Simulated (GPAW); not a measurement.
CoO, 2 atoms in the cell. It takes space group I4/mmm (No. 139, tetragonal). Conventional cell: a = 3.016 Å, b = 3.016 Å, c = 4.214 Å, α = 90.00°, β = 90.00°, γ = 90.00°. Co (site symmetry 4/mmm) has 6 O at 2.11 to 2.13 Å as nearest neighbours. O (site symmetry 4/mmm) has 6 Co at 2.11 to 2.13 Å as nearest neighbours. 

- Program: GPAW 26.7.0
- Task: single point
- Functional: LDA
- Potentials or basis: PAW data sets generated in the run's folder for this functional
- Cutoff: 650 eV
- Basis: pw
- k mesh: 10 × 10 × 10
- Occupations: fermi-dirac, width 0.05 eV
- Spin: collinear spin, ferromagnetic start
- Starting moments: [3.0, 0.0] μB
- Maxiter: 120
- Convergence: default

Potentials or basis: PAW data sets generated in the run's folder for this functional, pw.

Launch:

```sh
$ gpaw-setup -f LDA Co O
$ OMP_NUM_THREADS=1 python run.py
```

Hardware: 1 thread of Arm Neoverse V2, on a shared host.

**Question.** Estimate the wall time of this run.

**Answer.** Run time: 53 s on 1 thread of Arm Neoverse V2, with other jobs on the host, peak memory 0.19 GiB. Counts: scf iterations 11, plane waves 740, bands 17, k points 102.
